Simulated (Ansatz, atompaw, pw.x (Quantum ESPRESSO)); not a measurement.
zirconium (Zr) (bcc): variants of one PAW (atompaw) potential in the solid

* Element: zirconium (Zr)
* Generator: atompaw 4.2.0.5
* Type: PAW
* Functional: LDA (PW92)
* Relativity: scalar-relativistic
* Frozen core: [Ar] 3d10
* Valence charge: 12
* Reference configuration: 4s2 4p6 4d2 5s2 5p0
* Partial waves: 4s (bound): rc 1.95 bohr; 5s (bound): rc 2.35 bohr; 4p (bound): rc 1.90 bohr; 5p (bound, empty): rc 2.05 bohr; 4d (bound): rc 2.35 bohr; 4d channel at 4.1 Ry: rc 2.35 bohr
* Local potential: bessel scheme, radius 2.10 bohr
* Core correction: smooth core density matched at 2.15 bohr
* Augmentation charge: sinc compensation charge, radius 2.05 bohr; PAW radius 2.35 bohr; waves and projectors: custom polynom vanderbiltortho

Crystal test: bcc Zr in pw.x 7.5, no spin, 13³ k-points, Fermi–Dirac smearing 0.01 Ry, cutoffs set for each file from its atomic test. The reference is all-electron LAPW (Ansatz 0.2.0) with the same functional, mesh and smearing; V0 and B0 come from Birch–Murnaghan fits to the pressures at five volumes. Errors are pseudo minus all-electron; Δ is the rms difference of the E(V) curves that follow from these fits, minima aligned, over ±6 % about the mean V0. Mesh and smearing are coarse, so the numbers serve the comparison and aren't converged zero-temperature values; the lattice is a test structure that the element need not adopt.

All-electron: a0 = 3.490 Å (V0 = 21.25 Å³/atom), B0 = 97.9 GPa.

2 further variants are left out: they gave no file fit for a test, a broken result, the same result as the base, or pressures whose basis-set error rivals the error shown.

| change | cutoffs (Ry) | pw.x | a0 (Å) | a0 error (%) | B0 error (%) | Δ (meV/atom) | mean pressure error (GPa) |
| --- | --- | --- | --- | --- | --- | --- | --- |
| base | 45/450 | converged | 3.501 | +0.32 | +1.1 | 4.5 | +0.96 |
| core [Kr], valence charge 4; reference 4d2 5s2 5p0; waves now 5s (bound): rc 2.75 bohr; 5s channel at 0.15 Ry: rc 3.00 bohr; 5p (bound): rc 3.00 bohr; 5p channel at 3.6 Ry: rc 3.00 bohr; 4d (bound): rc 3.00 bohr; 4d channel at 2 Ry: rc 3.00 bohr; local potential bessel scheme, radius 2.50 bohr; core correction smooth core density matched at 1.90 bohr; augmentation sinc compensation charge, radius 2.95 bohr; PAW radius 3.00 bohr; waves and projectors: custom polynom vanderbiltortho | 40/400 | converged | 3.513 | +0.67 | +3.2 | 9.4 | +2.07 |
| augmentation besselshape compensation charge, radius 2.05 bohr; PAW radius 2.35 bohr; waves and projectors: custom polynom vanderbiltortho | 45/450 | converged | 3.501 | +0.32 | +1.2 | 4.5 | +0.97 |

**Question.** Give the row for: core correction smooth core density matched at 1.30 bohr.

**Answer.** pw.x: converged; mean pressure error (GPa): +0.96; a0 (Å): 3.501; a0 error (%): +0.32; B0 error (%): +0.9; Δ (meV/atom): 4.5.
